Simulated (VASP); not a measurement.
Input of a VASP 6.6.1 run:

INCAR

```
PREC     = Accurate       # precision mode
ENCUT    = 600            # plane-wave cutoff, eV
EDIFF    = 1E-7           # SCF threshold, eV
ISMEAR   = 0              # smearing method
SIGMA    = 0.03           # smearing width, eV
LREAL    = False          # projectors in reciprocal space
LASPH    = True           # aspherical terms in the spheres
NELM     = 80             # most SCF steps
ALGO     = Normal         # electronic algorithm
ISIF     = 3              # what is computed and relaxed
LWAVE    = False          # write WAVECAR
LCHARG   = False          # write CHGCAR
GGA      = PS             # functional
IBRION   = 2              # ionic algorithm
NSW      = 90             # ionic steps
EDIFFG   = -0.005         # ionic threshold
KPAR     = 4
```

The input KPOINTS:

```
Automatic mesh
0
Gamma
  6 6 5
```

The input POSCAR:

```
AlGa7N8                                 
1.0
    0.0000000000      0.0000000000     -5.1615172778
    3.1712617110      5.4927864098     -0.0000000000
    3.1712617110     -5.4927864098      0.0000000000
  Al              Ga              N             
     1     7     8
Direct
     0.0015941741028493    0.1666666699999979    0.3333333300000021
     0.0011490597799923    0.1672453289925621    0.8336226594962842
     0.0011490597799923    0.6663773405037158    0.3327546710074378
     0.0011490597799923    0.6663773405037158    0.8336226594962842
     0.5005974010926689    0.3325418128379925    0.6650836356759787
     0.5005974010926689    0.3325418128379925    0.1674581871620075
     0.5010039816446880    0.8333333300000021    0.6666666699999979
     0.5005974010926689    0.8349163643240213    0.1674581871620075
     0.6335111930422479    0.1666666699999979    0.3333333300000021
     0.6231984872913049    0.1672321913248001    0.8336160906624031
     0.6231984872913049    0.6663839093375969    0.3327678086751998
     0.6231984872913049    0.6663839093375969    0.8336160906624031
     0.1217313977987452    0.3299523496660372    0.6599047093320680
     0.1217313977987452    0.3299523496660371    0.1700476503339629
     0.1238616133220814    0.8333333300000021    0.6666666699999979
     0.1217313977987452    0.8400952906679320    0.1700476503339628
```

Potentials or basis: VASP PAW PBE potentials, release 64 (Al, Ga_d, N).

Command:

```sh
$ cat potpaw_PBE.64/Al/POTCAR potpaw_PBE.64/Ga_d/POTCAR potpaw_PBE.64/N/POTCAR > POTCAR
$ mpirun -np 4 vasp_std > vasp.out
```

(1) What does it give for the band gap on the k mesh?

Results:

(1) 2.17 eV, direct.

Caveat: the relaxation stopped at its first step, so nothing moved.
